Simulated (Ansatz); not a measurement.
# Platinum, simple cubic under PBEsol: from relaxation to bulk modulus, part 2 of 2

The plan for platinum in the simple cubic structure: relax it, solve it on a dense k-mesh, then scale the cell to 7 volumes from 88 to 112 % of the relaxed one and try a fit of the equation of state. Spin polarisation is left out. The k-meshes are 12×12×12 for the relaxation; 20×20×20 for the dense run; 14×14×14 for the volumes.

Ansatz 0.2.0; DFT, PBEsol, plane waves (420 eV) with PAW, scalar-relativistic.

**5. Equation of state: 92 %**

This is Pt in the simple cubic structure; at room conditions it is fcc.

The input, input.yaml:

```yaml
crystal:
  lattice:
    - [2.5171705039, 0.0, 0.0]
    - [0.0, 2.5171705039, 0.0]
    - [0.0, 0.0, 2.5171705039]
  atoms:
    - { symbol: Pt, position: [0.0, 0.0, 0.0] }
hamiltonian:
  xc: pbesol
  pseudopotentials:
    kind: paw
    azcp:
      Pt: "pseudopotentials/Pt.paw.azcp"
basis:
  ecutwfc: 420
  fft_grid_basis: typed
kpoints:
  mp_grid: { grid: [14, 14, 14], shift: [0, 0, 0] }
magnetization:
  spin_polarized: false
scf:
  occupations: { method: fermi_dirac, width: 0.1 }
  lower_state_search: "off"
output:
  stress: true
```

The log of the run, cut to the lines that bear on the results:

```text
Warning: <dir> the record states the generating functional pbe (its physics header spells it `PBE`), which answers neither for hamiltonian.xc's functional nor for the pbesol family's — results may be inconsistent (PPs are generated against a specific XC)
Warning: RAYON_NUM_THREADS=2 ignored (pool sized by the plan → 2); use --threads N
[...]
Pseudopotentials: kind: paw
Pseudopotential: Pt, paw, valence charge 18, recommended cutoff 420 eV (normal), <dir>
Functional definition: PBEsol
[...]
Crystal: 1 atoms, lattice volume = 15.949 Å³
Basis set: ecut = 420 eV, 305 PW (Γ)
Bands: 13, of which v1, the nominal top of the filled ones, is band 9 counted from 1 (8 counted from 0)
Symmetry: 48 space group operations
Space group: Pm-3m (ITA 221), of the structure as read, at distance tolerance 2.5e-5 Å
k-points: 120 of 2744
[...]
SCF iter   1: F=—  HF=-12383.205049 eV  |F-HF|=—  |Δ(HF+E_count)|=         —  Δρ=8.51e-3  dr2=1.26e-2  ethr=1.77e-3  ⟨swp⟩=4.9  Hψ=8617  notcnv=0
[...]
SCF iter   6: F=-12383.201019 eV  HF=-12383.201019 eV  |F-HF|=2.73e-11  |Δ(HF+E_count)|=  1.22e-10  Δρ=5.75e-7  dr2=3.16e-11  ethr=1.43e-11  ⟨swp⟩=1.3  Hψ=4812  notcnv=0
[...]
SCF converged after 6 iterations
Free energy (F): -12383.201019 eV
[...]
E sigma→0 (E₀):  -12383.180620 eV
Entropy (-TS):   -0.040798 eV (-40.798 meV/atom)
Fermi energy:    21.546242 eV
[...]
--- Stress (GPa, compression-positive) ---
       22.545755       0.000000      -0.000000
       -0.000000      22.545755       0.000000
        0.000000       0.000000      22.545755
  P = ⅓ Tr σ = 22.5458 GPa (225.458 kbar)
```

Run time: 0.95 s. Hardware: 2 threads of an Arm CPU, shared host; peak memory 0.27 GiB.

**6. Equation of state: 96 %**

Edit input.yaml of step 5 so:

```diff
@@ -2,5 +2,5 @@
   lattice:
-    - [2.5171705039, 0.0, 0.0]
-    - [0.0, 2.5171705039, 0.0]
-    - [0.0, 0.0, 2.5171705039]
+    - [2.5531349415, 0.0, 0.0]
+    - [0.0, 2.5531349415, 0.0]
+    - [0.0, 0.0, 2.5531349415]
   atoms:
```

The log of the run, cut to the lines that bear on the results:

```text
Warning: <dir> the record states the generating functional pbe (its physics header spells it `PBE`), which answers neither for hamiltonian.xc's functional nor for the pbesol family's — results may be inconsistent (PPs are generated against a specific XC)
Warning: RAYON_NUM_THREADS=2 ignored (pool sized by the plan → 2); use --threads N
[...]
[... 3 set-up lines as earlier in the session ...]
[...]
Crystal: 1 atoms, lattice volume = 16.643 Å³
Basis set: ecut = 420 eV, 341 PW (Γ)
Bands: 13, of which v1, the nominal top of the filled ones, is band 9 counted from 1 (8 counted from 0)
[... 2 set-up lines as earlier in the session ...]
k-points: 120 of 2744
[...]
SCF iter   1: F=—  HF=-12383.273915 eV  |F-HF|=—  |Δ(HF+E_count)|=         —  Δρ=8.35e-3  dr2=1.31e-2  ethr=1.77e-3  ⟨swp⟩=4.9  Hψ=8437  notcnv=0
[...]
SCF iter   6: F=-12383.270068 eV  HF=-12383.270068 eV  |F-HF|=1.46e-11  |Δ(HF+E_count)|=  9.09e-11  Δρ=5.00e-7  dr2=2.18e-11  ethr=1.42e-11  ⟨swp⟩=1.3  Hψ=4735  notcnv=0
[...]
SCF converged after 6 iterations
Free energy (F): -12383.270068 eV
[...]
E sigma→0 (E₀):  -12383.248283 eV
Entropy (-TS):   -0.043569 eV (-43.569 meV/atom)
Fermi energy:    20.328615 eV
[...]
--- Stress (GPa, compression-positive) ---
        9.885670       0.000000       0.000000
       -0.000000       9.885670       0.000000
        0.000000       0.000000       9.885670
  P = ⅓ Tr σ = 9.8857 GPa (98.857 kbar)
```

Run time: 0.95 s. Hardware: 2 threads of an Arm CPU, shared host; peak memory 0.27 GiB.

**7. Equation of state: 100 %**

Edit input.yaml of step 6 so:

```diff
@@ -2,5 +2,5 @@
   lattice:
-    - [2.5531349415, 0.0, 0.0]
-    - [0.0, 2.5531349415, 0.0]
-    - [0.0, 0.0, 2.5531349415]
+    - [2.5881137393, 0.0, 0.0]
+    - [0.0, 2.5881137393, 0.0]
+    - [0.0, 0.0, 2.5881137393]
   atoms:
@@ -25 +25,5 @@
   stress: true
+  write_density: true
+  write_potential: true
+  elf: true
+  volumetric_format: npy
```

The log of the run, cut to the lines that bear on the results:

```text
Warning: <dir> the record states the generating functional pbe (its physics header spells it `PBE`), which answers neither for hamiltonian.xc's functional nor for the pbesol family's — results may be inconsistent (PPs are generated against a specific XC)
Warning: RAYON_NUM_THREADS=2 ignored (pool sized by the plan → 2); use --threads N
[...]
[... 3 set-up lines as earlier in the session ...]
[...]
Crystal: 1 atoms, lattice volume = 17.336 Å³
Basis set: ecut = 420 eV, 341 PW (Γ)
Bands: 13, of which v1, the nominal top of the filled ones, is band 9 counted from 1 (8 counted from 0)
[... 2 set-up lines as earlier in the session ...]
k-points: 120 of 2744
[...]
SCF iter   1: F=—  HF=-12383.294567 eV  |F-HF|=—  |Δ(HF+E_count)|=         —  Δρ=8.25e-3  dr2=1.37e-2  ethr=1.77e-3  ⟨swp⟩=4.9  Hψ=8382  notcnv=0
[...]
SCF iter   6: F=-12383.290662 eV  HF=-12383.290662 eV  |F-HF|=5.46e-12  |Δ(HF+E_count)|=  8.91e-11  Δρ=4.78e-7  dr2=2.09e-11  ethr=1.15e-11  ⟨swp⟩=4.1  Hψ=7514  notcnv=0
[...]
SCF converged after 6 iterations
Free energy (F): -12383.290662 eV
[...]
E sigma→0 (E₀):  -12383.267395 eV
Entropy (-TS):   -0.046534 eV (-46.534 meV/atom)
Fermi energy:    19.211422 eV
[...]
--- Stress (GPa, compression-positive) ---
        0.049151       0.000000      -0.000000
        0.000000       0.049151       0.000000
        0.000000       0.000000       0.049151
  P = ⅓ Tr σ = 0.0492 GPa (0.492 kbar)
--- Band table (eV; the first three rows and the last of 120) ---
  k-point 0: bands = ["-79.0294", "-32.9611", "-32.9611", "-32.9611", "10.3865", "13.2114", "13.2114", "19.5576", "19.5576", "19.5576", "34.5557", "34.5557", "34.5557"]
[...]
```

It took 1.3 s on 2 threads of an Arm CPU, shared host; peak memory 0.28 GiB.

Density in a lattice plane of the grid's cell (edges 2.59 and 2.59 Å, at 0.000 of the third edge), which holds Pt.

Ten even steps from '0' (0.16 e/Å³) to '9' (12.05 e/Å³):
```
998764321000000012346789
887654211000000011245678
766543210000000001234566
554332100000000000123345
333221000000000000012233
111110000000000000001111
110000000000000000000001
000000000000000000000000
000000000000000000000000
000000000000000000000000
000000000000000000000000
000000000000000000000000
110000000000000000000001
111110000000000000001111
333221000000000000012233
554332100000000000123345
766543210000000001234566
887654211000000011245678
998764321000000012346789
999764321000000012346799
```
Columns run along the first of these edges and rows up along the second, over one cell in 24 and 20 even steps from the bottom left corner. Atoms in the plane (fractional): Pt at (0.00, 0.00).

ELF in the same plane.

Ten even steps from '0' (0.16) to '9' (0.68):
```
999998754222222245789999
999998753222222235789999
999987653222222235678999
888876543222222234567888
777665432221112223456677
555443322111111122334455
333332221110001112223333
222222211100000111222222
222222111000000011122222
222222111000000011122222
222222111000000011122222
222222211100000111222222
333332221110001112223333
555443322111111122334455
777665432221112223456677
888876543222222234567888
999987653222222235678999
999998753222222235789999
999998754222222245789999
999998754222222245789999
```
Columns run along the first of these edges and rows up along the second, over one cell in 24 and 20 even steps from the bottom left corner. Atoms in the plane (fractional): Pt at (0.00, 0.00).

Both are smooth fields of the valence electrons: close to the nuclei they are not physical.

**8. Equation of state: 104 %**

Edit input.yaml of step 7 so:

```diff
@@ -2,5 +2,5 @@
   lattice:
-    - [2.5881137393, 0.0, 0.0]
-    - [0.0, 2.5881137393, 0.0]
-    - [0.0, 0.0, 2.5881137393]
+    - [2.6221717732, 0.0, 0.0]
+    - [0.0, 2.6221717732, 0.0]
+    - [0.0, 0.0, 2.6221717732]
   atoms:
```

The log of the run, cut to the lines that bear on the results:

```text
Warning: <dir> the record states the generating functional pbe (its physics header spells it `PBE`), which answers neither for hamiltonian.xc's functional nor for the pbesol family's — results may be inconsistent (PPs are generated against a specific XC)
Warning: RAYON_NUM_THREADS=2 ignored (pool sized by the plan → 2); use --threads N
[...]
[... 3 set-up lines as earlier in the session ...]
[...]
Crystal: 1 atoms, lattice volume = 18.029 Å³
Basis set: ecut = 420 eV, 365 PW (Γ)
Bands: 13, of which v1, the nominal top of the filled ones, is band 9 counted from 1 (8 counted from 0)
[... 2 set-up lines as earlier in the session ...]
k-points: 120 of 2744
[...]
SCF iter   1: F=—  HF=-12383.277455 eV  |F-HF|=—  |Δ(HF+E_count)|=         —  Δρ=8.10e-3  dr2=1.40e-2  ethr=1.77e-3  ⟨swp⟩=4.8  Hψ=8277  notcnv=0
[...]
SCF iter   6: F=-12383.273703 eV  HF=-12383.273703 eV  |F-HF|=3.64e-12  |Δ(HF+E_count)|=  4.91e-11  Δρ=3.28e-7  dr2=8.49e-12  ethr=1.06e-11  ⟨swp⟩=4.0  Hψ=7482  notcnv=0
[...]
SCF converged after 6 iterations
Free energy (F): -12383.273703 eV
[...]
E sigma→0 (E₀):  -12383.248986 eV
Entropy (-TS):   -0.049434 eV (-49.434 meV/atom)
Fermi energy:    18.184024 eV
[...]
--- Stress (GPa, compression-positive) ---
       -7.561391       0.000000       0.000000
       -0.000000      -7.561391       0.000000
        0.000000       0.000000      -7.561391
  P = ⅓ Tr σ = -7.5614 GPa (-75.614 kbar)
--- Band table (eV; the first three rows and the last of 120) ---
  k-point 0: bands = ["-79.9376", "-33.8932", "-33.8932", "-33.8932", "9.7213", "12.5183", "12.5183", "18.4953", "18.4953", "18.4953", "33.3100", "33.3100", "33.3100"]
[...]
```

It took 1.3 s on 2 threads of an Arm CPU, shared host; peak memory 0.28 GiB.

**9. Equation of state: 108 %**

Edit input.yaml of step 8 so:

```diff
@@ -2,5 +2,5 @@
   lattice:
-    - [2.6221717732, 0.0, 0.0]
-    - [0.0, 2.6221717732, 0.0]
-    - [0.0, 0.0, 2.6221717732]
+    - [2.6553673449, 0.0, 0.0]
+    - [0.0, 2.6553673449, 0.0]
+    - [0.0, 0.0, 2.6553673449]
   atoms:
@@ -25,5 +25 @@
   stress: true
-  write_density: true
-  write_potential: true
-  elf: true
-  volumetric_format: npy
```

The log of the run, cut to the lines that bear on the results:

```text
Warning: <dir> the record states the generating functional pbe (its physics header spells it `PBE`), which answers neither for hamiltonian.xc's functional nor for the pbesol family's — results may be inconsistent (PPs are generated against a specific XC)
Warning: RAYON_NUM_THREADS=2 ignored (pool sized by the plan → 2); use --threads N
[...]
[... 3 set-up lines as earlier in the session ...]
[...]
Crystal: 1 atoms, lattice volume = 18.723 Å³
Basis set: ecut = 420 eV, 365 PW (Γ)
Bands: 13, of which v1, the nominal top of the filled ones, is band 9 counted from 1 (8 counted from 0)
[... 1 set-up line as earlier in the session ...]
Space group: Pm-3m (ITA 221), of the structure as read, at distance tolerance 2.7e-5 Å
k-points: 120 of 2744
[...]
SCF iter   1: F=—  HF=-12383.231389 eV  |F-HF|=—  |Δ(HF+E_count)|=         —  Δρ=7.91e-3  dr2=1.41e-2  ethr=1.77e-3  ⟨swp⟩=4.8  Hψ=8237  notcnv=0
[...]
SCF iter   6: F=-12383.227701 eV  HF=-12383.227701 eV  |F-HF|=5.46e-12  |Δ(HF+E_count)|=  1.84e-10  Δρ=3.13e-7  dr2=9.55e-12  ethr=9.78e-12  ⟨swp⟩=1.6  Hψ=4747  notcnv=0
[...]
SCF converged after 6 iterations
Free energy (F): -12383.227701 eV
[...]
E sigma→0 (E₀):  -12383.201643 eV
Entropy (-TS):   -0.052115 eV (-52.115 meV/atom)
Fermi energy:    17.234905 eV
[...]
--- Stress (GPa, compression-positive) ---
      -13.441871      -0.000000       0.000000
        0.000000     -13.441871       0.000000
        0.000000       0.000000     -13.441871
  P = ⅓ Tr σ = -13.4419 GPa (-134.419 kbar)
```

It took 0.99 s on 2 threads of an Arm CPU, shared host; peak memory 0.27 GiB.

**10. Equation of state: 112 %**

Edit input.yaml of step 9 so:

```diff
@@ -2,5 +2,5 @@
   lattice:
-    - [2.6553673449, 0.0, 0.0]
-    - [0.0, 2.6553673449, 0.0]
-    - [0.0, 0.0, 2.6553673449]
+    - [2.6877530653, 0.0, 0.0]
+    - [0.0, 2.6877530653, 0.0]
+    - [0.0, 0.0, 2.6877530653]
   atoms:
```

The log of the run, cut to the lines that bear on the results:

```text
Warning: <dir> the record states the generating functional pbe (its physics header spells it `PBE`), which answers neither for hamiltonian.xc's functional nor for the pbesol family's — results may be inconsistent (PPs are generated against a specific XC)
Warning: RAYON_NUM_THREADS=2 ignored (pool sized by the plan → 2); use --threads N
[...]
[... 3 set-up lines as earlier in the session ...]
[...]
Crystal: 1 atoms, lattice volume = 19.416 Å³
Basis set: ecut = 420 eV, 389 PW (Γ)
Bands: 13, of which v1, the nominal top of the filled ones, is band 9 counted from 1 (8 counted from 0)
[... 2 set-up lines as earlier in the session ...]
k-points: 120 of 2744
[...]
SCF iter   1: F=—  HF=-12383.162966 eV  |F-HF|=—  |Δ(HF+E_count)|=         —  Δρ=7.74e-3  dr2=1.41e-2  ethr=1.77e-3  ⟨swp⟩=4.8  Hψ=8178  notcnv=0
[...]
SCF iter   6: F=-12383.159298 eV  HF=-12383.159298 eV  |F-HF|=0.00e0  |Δ(HF+E_count)|=  1.58e-10  Δρ=2.67e-7  dr2=5.95e-12  ethr=8.68e-12  ⟨swp⟩=1.6  Hψ=4680  notcnv=0
[...]
SCF converged after 6 iterations
Free energy (F): -12383.159298 eV
[...]
E sigma→0 (E₀):  -12383.131931 eV
Entropy (-TS):   -0.054733 eV (-54.733 meV/atom)
Fermi energy:    16.354800 eV
[...]
--- Stress (GPa, compression-positive) ---
      -17.965090       0.000000       0.000000
       -0.000000     -17.965090       0.000000
        0.000000       0.000000     -17.965090
  P = ⅓ Tr σ = -17.9651 GPa (-179.651 kbar)
```

It took 1 s on 2 threads of an Arm CPU, shared host; peak memory 0.27 GiB.

**11. Fitting the volumes**

The cell was scaled evenly, with its shape and the fractional positions fixed.

| V (Å³/atom) | E − E₀ (meV/atom) | P from the stress (GPa) | P from the fit (GPa) |
| --- | --- | --- | --- |
| 15.256 | 216.7 | 38.78 | 38.58 |
| 15.949 | 86.8 | 22.55 | 22.21 |
| 16.643 | 19.1 | 9.89 | 9.54 |
| 17.336 | 0.0 | 0.05 | -0.28 |
| 18.029 | 18.4 | -7.56 | -7.88 |
| 18.723 | 65.7 | -13.44 | -13.75 |
| 19.416 | 135.5 | -17.97 | -18.27 |

A third-order Birch-Murnaghan fit gives V₀ = 17.314 Å³/atom, B₀ = 217 GPa and B₀′ = 5.4; it misses no point by more than 0.07 meV/atom.

The fit is made to E(σ → 0), while the stress belongs to the free energy F; that is one source of the offset between the two pressures.

**12. What came out**

The summary covers parts 1 to 2.

```
                      quantity                         value
space group (spins left aside)               Pm-3m (No. 221)
             conventional cell                   a = 2.588 Å
                        volume                17.336 Å³/atom
             shortest distance                       2.588 Å
               gap on the mesh  none (levels filled in part)
               relative to fcc                 +544 meV/atom
                   V₀, B₀, B₀′  17.314 Å³/atom, 217 GPa, 5.4
```

**Reading.** From the guessed start the volume grew by 6.3 % in 7 steps. It lies 544 meV/atom above the element's reference form at the same level (fcc, from a run of its own), so it is far from stable. No gap shows: it is a metal or semimetal at this level. The fitted modulus is 217 GPa. The symmetry was held, so the structure may be unstable against distortions that break it.
